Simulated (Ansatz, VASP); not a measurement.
One calculation of Sc, two programs

The input INCAR:

```
  PREC = Accurate
  ENCUT = 520
  EDIFF = 1E-7
  ISMEAR = -1
  SIGMA = 0.1
  LREAL = F
  LASPH = T
  NELM = 80
  ALGO = Normal
  ISIF = 2
  LWAVE = F
  LCHARG = F
  GGA = B5
  ALDAX = 1.0
  AGGAX = 1.0
  AGGAC = 1.0
  ALDAC = 0.0
  NBANDS = 12
```

Contents of KPOINTS:

```
regular mesh
0
Gamma
  12 12 12
```

File POSCAR:

```
Sc
1.0
    3.0381812537      0.0000000000      0.0000000000
    0.0000000000      3.0381812537      0.0000000000
    0.0000000000      0.0000000000      3.0381812537
Sc
1
Direct
    0.0000000000      0.0000000000      0.0000000000
```

Input for Ansatz:

```yaml
crystal:
  lattice:
    - [3.0381812537, 0.0, 0.0]
    - [0.0, 3.0381812537, 0.0]
    - [0.0, 0.0, 3.0381812537]
  atoms:
    - { symbol: Sc, position: [0.0, 0.0, 0.0] }
hamiltonian:
  xc: blyp
  pseudopotentials:
    kind: paw
    azcp:
      Sc: "pseudopotentials/Sc.paw.azcp"
basis:
  ecutwfc: 420
  fft_grid_basis: typed
kpoints:
  mp_grid: { grid: [12, 12, 12], shift: [0, 0, 0] }
magnetization:
  spin_polarized: false
scf:
  occupations: { method: fermi_dirac, width: 0.1 }
  lower_state_search: "off"
output:
  stress: true
```

Alike in both runs: task single point; functional BLYP; k mesh 12 × 12 × 12; occupations fermi-dirac, width 0.1 eV; no spin polarisation.

|  | VASP | Ansatz |
| --- | --- | --- |
| version | VASP 6.6.1 | Ansatz 0.2.0 |
| potentials or method | VASP PAW PBE potentials, release 64 (Sc_sv) | plane waves (420 eV) with PAW, scalar-relativistic |
| plane-wave cutoff (eV) | 520 | 420 |
| valence electrons in the cell | 11 | 11 |

|  | VASP | Ansatz | Ansatz less VASP |
| --- | --- | --- | --- |
| pressure (GPa) | -1.2 | -1.2 | +0.01 |

Caveats: the PAW data sets were made with another functional, which shifts forces and pressure a little (VASP).
